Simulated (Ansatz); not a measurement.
Take CsCl in the CsCl type structure (space group Pm-3m, No. 221) as the base.

```yaml
crystal:
  lattice:
    - [4.14031, 0.00000, 0.00000]
    - [0.00000, 4.14031, 0.00000]
    - [0.00000, 0.00000, 4.14031]
  atoms:
    - { symbol: Cs, position: [0.00000, 0.00000, 0.00000] }
    - { symbol: Cl, position: [0.50000, 0.50000, 0.50000] }
```

Cartesian axes are those of the cell as printed.

Calculations: DFT with r2SCAN, PAW potentials and a 500 eV plane-wave cutoff in Ansatz (an electronic-structure program), no spin-orbit coupling.

Before the change:

| Quantity | Value |
|---|---|
| Valley order | Γ 5.91 eV; M along ⟨110⟩ 6.56 eV |
| Shortest interatomic distance | 3.586 Å |

Modification: uniaxial strain ε_yy = +2.51 %, all other strain components held at zero, atoms relaxed at fixed cell.

Q: What happens to the electron mass, valley order and shortest interatomic distance?

A: The electron mass comes out as 0.41 mₑ along y, 0.43 mₑ across (at Γ); the valley order (the lowest conduction-band minima on the path, energy above the VBM, named in the base's zone) becomes Γ 5.81 eV; M along [101] 6.46 eV; M along [011] 6.48 eV (base: Γ 5.91 eV; M along ⟨110⟩ 6.56 eV); the shortest interatomic distance increases by 0.030 Å to 3.616 Å.

The levels and masses belong to the bands next to the band gap. Effective masses come from finite differences of ±0.01 Å⁻¹. Stability against distortions was not tested.
